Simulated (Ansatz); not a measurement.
**Stability checks on a candidate for CaO**

The cell was reached from a generator's guess, though it ends in a space group that the Crystallography Open Database lists for this formula.

Theory: Ansatz, DFT PBE, scalar-relativistic, plane waves, PAW. Cutoff 420 eV, Γ-centred 8×8×8 mesh (2-atom cell), Gaussian smearing of 0.02 eV, no spin polarisation.

```
Ca O
1.0
     0.00000    2.41552    2.41552
     2.41552    0.00000    2.41552
     2.41552    2.41552    0.00000
Ca O
1 1
Direct
  0.00000 0.00000 0.00000
  0.50000 0.50000 0.50000
```

The zero of energy is the elements' standard structures at the same level (O₂ as a molecule); no fitted shifts are applied.

Problem. These tests were run: energy against the elements; random kick, then relaxation without symmetry; phonons on a 4×4×4 q mesh; elastic tensor. What do they show?

Solution.

```
                                         test                         result
                  energy against the elements                 −2.947 eV/atom
random kick, then relaxation without symmetry                        returns
                    phonons on a 4×4×4 q mesh  no imaginary mode on the mesh
                               elastic tensor        least eigenvalue 76 GPa
```

It fails none of these tests. Other phases of the system weren't compared here, so this isn't yet thermodynamic stability.

The kick test ran on a coarse mesh. The run for the phonons used an 8×8×8 k mesh. The run for the elastic tensor used an 8×8×8 k mesh.
